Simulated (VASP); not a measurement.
# Ni under changes of volume

One of the cells (10.702 Å³/atom); the others are scaled copies at fixed shape and fractional positions:

```
CELL_PARAMETERS angstrom
0.00000 1.74908 1.74908
1.74908 0.00000 1.74908
1.74908 1.74908 0.00000
ATOMIC_POSITIONS crystal
Ni 0.00000 0.00000 0.00000
```

```yaml
Program: VASP 6.6.1
Functional: PBE
Potentials_or_basis: VASP PAW PBE potentials, release 64 (Ni)
Cutoff: 520 eV
k_mesh: 13 × 13 × 13
Occupations: fermi-dirac, width 0.05 eV
Spin: collinear spin, ferromagnetic start
Starting_moments: "[1.0] μB"
```

| volume (Å³/atom) | energy over the lowest point (meV/atom) | pressure (GPa) |
| --- | --- | --- |
| 9.862 | 70.73 | 24.7 |
| 10.072 | 42.69 | 18.5 |
| 10.282 | 22.39 | 12.9 |
| 10.702 | ? | ? |
| 10.912 | 0.00 | -0.5 |
| 11.122 | 3.16 | -4.0 |

Problem. What does the run at 10.702 Å³/atom give?

Solution. Energy over the lowest point 1.74 meV/atom; pressure 3.5 GPa.

Worked out: A Birch-Murnaghan fit of order 3 (a polynomial in V^(-2/3)) to the other rows has its minimum at 10.88 Å³/atom with B0 = V·E''(V) = 197 GPa and B' = 4.9. It gives 1.75 meV/atom at 10.702 Å³/atom, against the run's 1.74, and -dE/dV = 3.4 GPa, against 3.5.

Energies are extrapolated to zero smearing.
